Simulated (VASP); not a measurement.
SnO, 4 atoms in the cell. It takes space group Pmn2_1 (No. 31, orthorhombic). Conventional cell: a = 3.401 Å, b = 5.752 Å, c = 4.109 Å, α = 90.00°, β = 90.00°, γ = 90.00°. Sn (site symmetry m) has 3 O at 2.16 Å as nearest neighbours. Around O (site symmetry m) lie 3 Sn at 2.16 Å. The cell comes from a database or a generator and needn't be the stable form of this composition.

- Program: VASP 6.6.1
- Task: single point
- Functional: PBE
- Dispersion: D3(BJ)
- Potentials or basis: VASP PAW PBE potentials, release 64 (Sn_d, O)
- Cutoff: 520 eV
- k mesh: 10 × 6 × 8
- Occupations: gaussian, width 0.05 eV
- Spin: no spin polarisation
- Dipole correction: no
- Further INCAR settings: ALGO = Fast; EDIFF = 1e-07; NBANDS = 28

Potentials or basis: VASP PAW PBE potentials, release 64 (Sn_d, O).

Command:

```sh
$ cat potpaw_PBE.64/Sn_d/POTCAR potpaw_PBE.64/O/POTCAR > POTCAR
$ mpirun -np 1 vasp_std > vasp.out
```

Hardware: 1 thread of Intel(R) Xeon(R) Platinum 8488C (Sapphire Rapids), on a shared host.

Q: How long does it take, and how much memory?

A: Run time: 7.7 min on 1 thread of Intel(R) Xeon(R) Platinum 8488C (Sapphire Rapids), with other jobs on the host, peak memory 0.36 GiB. Counts: scf iterations 24, k points 120.
